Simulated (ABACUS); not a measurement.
## Ga in ABACUS: the effect of functional

The system is Ga.

```
Ga
1.0
    -1.41155    1.41155    2.35655
     1.41155   -1.41155    2.35655
     1.41155    1.41155   -2.35655
Ga
1
Cartesian
  0.0000 0.0000 0.0000
```

This isn't the form of Ga at room conditions, which is orthorhombic.

The cell isn't the ideal one: volume scaled by 1.06.

Alike in all runs:

```yaml
Program: ABACUS 3.10.1
Task: equation of state
Potentials_or_basis: SG15 ONCV 1.2 PBE
Cutoff: 1102 eV
Density_cutoff: 4408 eV
Basis: plane waves
k_mesh: 9 × 9 × 9
Occupations: fermi-dirac, width 0.05 eV
Spin: no spin polarisation
```

One run gave: pressure -2.2 GPa. Which functional did it use?
A. LDA
B. r2SCAN
C. PBEsol
D. TPSS

D.

```csv
functional,pressure (GPa)
LDA,-5.5
PBEsol,-3.2
TPSS,-2.2
r2SCAN,-3.5
```

Caveats: the potentials were made for another functional, which shifts forces and pressure.
